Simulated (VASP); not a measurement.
Set up this calculation in VASP 6.6.1, as the native input.

```
Task                   : single point
Functional             : PBE
Potentials or basis    : VASP PAW PBE potentials, release 64 (Ge_d)
Cutoff                 : 520 eV
k mesh                 : 8 × 8 × 2
Occupations            : fermi-dirac, width 0.05 eV
Spin                   : no spin polarisation
Further INCAR settings : ALGO = Normal; EDIFF = 1e-07; NBANDS = 66
```

The structure of Ge lies in POSCAR:

```
Ge
1.0
    4.0031158814      0.0000000000      0.0000000000
   -2.0015579407      3.4668000476      0.0000000000
    0.0000000000      0.0000000000     13.1567068600
Ge
8
Direct
    0.3346370000      0.6727400000      0.1566030000
    0.6813070000      0.3351140000      0.8437720000
    0.6702350000      0.3384810000      0.6538540000
    0.3350480000      0.6674420000      0.3412270000
    0.0079120000      0.0065790000      0.0929860000
    0.0080740000     -0.0033380000      0.9077150000
    0.0034960000      0.0177880000      0.5979260000
   -0.0002980000      0.0062010000      0.4094050000
```

This isn't the form of Ge at room conditions, which is diamond.

The cell isn't the ideal one: atoms moved at random, drawn with an rms of 0.05 Å.

One way to write it, as run:

INCAR

```
PREC     = Accurate       # precision mode
ENCUT    = 520            # plane-wave cutoff, eV
EDIFF    = 1E-7           # SCF threshold, eV
ISMEAR   = -1             # smearing method
SIGMA    = 0.05           # smearing width, eV
LREAL    = F              # projectors in reciprocal space
LASPH    = T              # aspherical terms in the spheres
NELM     = 60             # most SCF steps
ALGO     = Normal         # electronic algorithm
ISIF     = 2              # what is computed and relaxed
LWAVE    = F              # write WAVECAR
LCHARG   = T              # write CHGCAR
GGA      = PE             # functional
LELF     = T              # ELF
LVHAR    = T            
NBANDS   = 66             # bands
```

KPOINTS

```
Automatic mesh
0
Gamma
  8 8 2
```

Potentials or basis: VASP PAW PBE potentials, release 64 (Ge_d).

Run with:

```console
$ cat potpaw_PBE.64/Ge_d/POTCAR > POTCAR
$ mpirun -np 1 vasp_std > vasp.out
```

Results of the run:

- Pressure: 3.0 GPa
- Largest force: 0.915 eV/Å
- Band gap on the k mesh: none (metal or under the smearing width)

It took 8.5 min on 1 thread of Intel(R) Xeon(R) 6975P-C (Granite Rapids) (shared host), peak memory 0.64 GiB.
